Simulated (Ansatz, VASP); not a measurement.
# Pd in VASP and in Ansatz

Contents of INCAR:

```
ALGO = Fast
DIPOL = 0.5 0.5 0.500
EDIFF = 1E-6
ENCUT = 520
GGA = PE
IDIPOL = 3
ISIF = 2
ISMEAR = 0
LASPH = True
LCHARG = False
LDIPOL = True
LREAL = False
LWAVE = False
NBANDS = 33
NELM = 100
PREC = Accurate
SIGMA = 0.1
```

Contents of KPOINTS:

```
k-points
0
Gamma
  15 15 1
```

The input POSCAR:

```
Pd
1.0
    2.7875915301      0.0000000000      0.0000000000
   -1.3937957650      2.4141250804      0.0000000000
    0.0000000000      0.0000000000     24.1042358134
Pd
5
Direct
    0.6666666667      0.3333333333      0.3111486321
    0.3333333333      0.6666666667      0.4055743160
    0.0000000000      0.0000000000      0.5000000000
    0.6666666667      0.3333333333      0.5944256840
    0.3333333333      0.6666666667      0.6888513679
```

Input for Ansatz:

```yaml
crystal:
  lattice:
    - [2.7875915301, 0.0, 0.0]
    - [-1.393795765, 2.4141250804, 0.0]
    - [0.0, 0.0, 24.1042358134]
  atoms:
    - { symbol: Pd, position: [0.6666666667, 0.3333333333, 0.3111486321] }
    - { symbol: Pd, position: [0.3333333333, 0.6666666667, 0.405574316] }
    - { symbol: Pd, position: [0.0, 0.0, 0.5] }
    - { symbol: Pd, position: [0.6666666667, 0.3333333333, 0.594425684] }
    - { symbol: Pd, position: [0.3333333333, 0.6666666667, 0.6888513679] }
basis:
  ecutwfc: 420
kpoints:
  mp_grid: { grid: [15, 15, 1] }
hamiltonian:
  xc: pbe
scf:
  occupations: { method: gaussian, width: 0.1 }
output:
  forces: true
  stress: true
  eigenvalues: true
  write_density: true
  write_potential: true
  elf: true
  volumetric_format: npy
efield:
  axis: 3
  dipole_correction: true
  ramp_width: 0.04
```

Alike in both runs: task single point; functional PBE; k mesh 15 × 15 × 1; occupations gaussian, width 0.1 eV; no spin polarisation.

|  | VASP | Ansatz |
| --- | --- | --- |
| version | VASP 6.6.1 | Ansatz 0.2.0 |
| potentials or method | VASP PAW PBE potentials, release 64 (Pd) | scalar-relativistic, plane waves, PAW |
| plane-wave cutoff (eV) | 520 | 420 |
| valence electrons in the cell | 50 | 90 |

VASP gave:

```
gap on the k mesh at the Fermi level (eV) : none
rms of the force components (eV/Å)        : 0.024
```

**Question.** What did Ansatz give for the same quantities?

**Answer.** gap on the k mesh at the Fermi level (eV): none; rms of the force components (eV/Å): 0.026.

Atom by atom the forces differ by 0.006 eV/Å (rms over components). A gap of «none» marks a metal or a gap that the smearing closes. With one functional, cell and mesh, what is left measures potentials, basis and numerics. The two sets of potentials don't hold the same shells in valence. Ansatz warned: «xc_potential_rough_in_thin_density».
